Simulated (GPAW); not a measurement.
Here is a GPAW 26.7.0 calculation.

run.py

```python
from ase import Atoms
from ase.eos import EquationOfState
from ase.io import Trajectory
from ase.units import GPa
from gpaw import GPAW, PW, setup_paths

setup_paths.insert(0, '.')

atoms = Atoms(['Si'],
              cell=[[2.6205428149, 0.0, 0.0],
                    [-1.3102714075, 2.2694566494, 0.0],
                    [0.0, 0.0, 2.46635439]],
              scaled_positions=[[0.0, 0.0, 0.0]],
              pbc=True)

traj = Trajectory('eos.traj', 'w')
volumes, energies = [], []
for x in [0.94, 0.96, 0.98, 1.0, 1.02, 1.04, 1.06]:
    a = atoms.copy()
    a.set_cell(atoms.cell * x**(1 / 3), scale_atoms=True)
    calc = GPAW(mode=PW(600),
                xc='PBEsol',
                kpts={'size': (12, 12, 11), 'gamma': True},
                occupations={'name': 'fermi-dirac', 'width': 0.05},
                nbands=8,
                convergence={'density': 1e-05, 'energy': 1e-05},
                maxiter=150,
                txt=f'eos-{x:.2f}.txt')
    a.calc = calc
    energies.append(a.get_potential_energy(force_consistent=True))
    volumes.append(a.get_volume())
    p = -a.get_stress()[:3].mean() / GPa
    calc.write(f'eos-{x:.2f}.gpw')
    traj.write(a)
    print(f'{x:.2f} {volumes[-1]:10.4f} A^3 {energies[-1]:14.6f} eV {p:9.3f} GPa', flush=True)

v0, e0, B = EquationOfState(volumes, energies, eos='birchmurnaghan').fit()
print(f'V0 = {v0:.4f} A^3, E0 = {e0:.6f} eV, B0 = {B / GPa:.2f} GPa')
```

Potentials or basis: PAW data sets generated in the run's folder for this functional, pw.

The run is started by

```bash
$ gpaw-setup -f PBEsol Si
$ OMP_NUM_THREADS=1 python run.py
```

Question: Predict the bulk modulus at fixed shape and positions.

Answer: 117 GPa.

Question: Predict the equilibrium volume.

Answer: 14.80 Å³/atom.

Question: Estimate the pressure derivative of the bulk modulus.

Answer: 4.5.

Energy against volume, from the lowest point:
```
volume (Å³/atom)  energy (meV/atom)
          13.788              28.16
          14.081              13.42
          14.375               4.22
          14.668               0.00
          14.961               0.24
          15.255               4.47
          15.548              12.27
```

Caveat: the cell was scaled at fixed shape and fractional positions, which overstates the stiffness of a crystal with free parameters, most of all of layers and chains.
